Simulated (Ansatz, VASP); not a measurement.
## One calculation of Cs, two programs

Contents of INCAR:

```
SYSTEM = Cs
PREC     = Accurate       ! precision mode
ENCUT    = 520            ! plane-wave cutoff, eV
EDIFF    = 1E-6           ! SCF threshold, eV
ISMEAR   = 0              ! smearing method
SIGMA    = 0.15           ! smearing width, eV
LREAL    = .False.        ! projectors in reciprocal space
LASPH    = .True.         ! aspherical terms in the spheres
NELM     = 100            ! most SCF steps
ALGO     = Fast           ! electronic algorithm
ISIF     = 2              ! what is computed and relaxed
LWAVE    = .False.        ! write WAVECAR
LCHARG   = .True.         ! write CHGCAR
GGA      = CA             ! functional
LELF     = .True.         ! ELF
LVHAR    = .True.       
NBANDS   = 10             ! bands
```

The input KPOINTS:

```
regular mesh
0
Gamma
  12 12 12
  0 0 0
```

The input POSCAR:

```
Cs
1.0
   -3.0225000000      2.9620500000      3.0225000000
    3.0225000000     -2.9620500000      3.0225000000
    3.0225000000      2.9620500000     -3.0225000000
Cs
1
Direct
    0.0000000000      0.0000000000      0.0000000000
```

Input for Ansatz:

```yaml
crystal:
  lattice:
    - [-3.0225, 2.96205, 3.0225]
    - [3.0225, -2.96205, 3.0225]
    - [3.0225, 2.96205, -3.0225]
  atoms:
    - { symbol: Cs, position: [0.0, 0.0, 0.0] }
basis:
  ecutwfc: 420
kpoints:
  mp_grid: { grid: [12, 12, 12] }
hamiltonian:
  xc: lda
scf:
  occupations: { method: gaussian, width: 0.15 }
output:
  forces: true
  stress: true
  eigenvalues: true
```

Change from the starting cell: strain -0.0200 x Voigt [0, 1, 0, 0, 0, 0], atoms carried along.

Alike in both runs: task single point; functional LDA; k mesh 12 × 12 × 12; occupations gaussian, width 0.15 eV; no spin polarisation.

|  | VASP | Ansatz |
| --- | --- | --- |
| version | VASP 6.6.1 | Ansatz 0.2.0 |
| potentials or method | VASP PAW LDA potentials, release 64 (Cs_sv) | scalar-relativistic, plane waves, PAW |
| plane-wave cutoff (eV) | 520 | 420 |
| valence electrons in the cell | 9 | 9 |

```csv
,VASP,Ansatz,Ansatz less VASP
gap on the k mesh at the Fermi level (eV),none,none,-
pressure (GPa),-0.3,-0.2,+0.01
```

A gap of «none» marks a metal or a gap that the smearing closes.

The runs have no spin-orbit coupling, so splittings on Cs are missing.
